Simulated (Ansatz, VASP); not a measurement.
**B3As in VASP and in Ansatz**

File INCAR:

```
  PREC = Accurate
  ENCUT = 520
  EDIFF = 1E-6
  ISMEAR = 0
  SIGMA = 0.1
  LREAL = False
  LASPH = True
  NELM = 100
  ALGO = Normal
  ISIF = 2
  LWAVE = False
  LCHARG = False
  GGA = PE
  NBANDS = 15
```

File KPOINTS:

```
Automatic mesh
0
Gamma
  12 12 12
```

File POSCAR:

```
B3As
1.0
    3.6906650206      0.0000000000      0.0000000000
    0.0000000000      3.6906650206      0.0000000000
    0.0000000000      0.0000000000      3.6906650206
B As
3 1
Direct
    0.0000000000      0.5000000000      0.5000000000
    0.5000000000      0.0000000000      0.5000000000
    0.5000000000      0.5000000000      0.0000000000
    0.0000000000      0.0000000000      0.0000000000
```

Input for Ansatz:

```yaml
crystal:
  lattice:
    - [3.6906650206, 0.0, 0.0]
    - [0.0, 3.6906650206, 0.0]
    - [0.0, 0.0, 3.6906650206]
  atoms:
    - { symbol: B, position: [0.0, 0.5, 0.5] }
    - { symbol: B, position: [0.5, 0.0, 0.5] }
    - { symbol: B, position: [0.5, 0.5, 0.0] }
    - { symbol: As, position: [0.0, 0.0, 0.0] }
basis:
  ecutwfc: 420
kpoints:
  mp_grid: { grid: [12, 12, 12] }
hamiltonian:
  xc: pbe
scf:
  occupations: { method: gaussian, width: 0.1 }
output:
  forces: true
  stress: true
  eigenvalues: true
```

Alike in both runs: task single point; functional PBE; k mesh 12 × 12 × 12; occupations gaussian, width 0.1 eV; no spin polarisation.

|  | VASP | Ansatz |
| --- | --- | --- |
| version | VASP 6.6.1 | Ansatz 0.2.0 |
| potentials or method | VASP PAW PBE potentials, release 64 (B, As) | scalar-relativistic, plane waves, PAW |
| plane-wave cutoff (eV) | 520 | 420 |
| valence electrons in the cell | 14 | 24 |

VASP gave:

```
gap on the k mesh at the Fermi level (eV) : none
pressure (GPa)                            : -17.8
```

**Question.** What did Ansatz give for the same quantities?

**Answer.** gap on the k mesh at the Fermi level (eV): none; pressure (GPa): -17.9.

A gap of «none» marks a metal or a gap that the smearing closes. With one functional, cell and mesh, what is left measures potentials, basis and numerics. The two sets of potentials don't hold the same shells in valence.

Caveats: so large a pressure means that the cell lies far from this level's equilibrium, or that cutoff or potentials fall short (VASP).
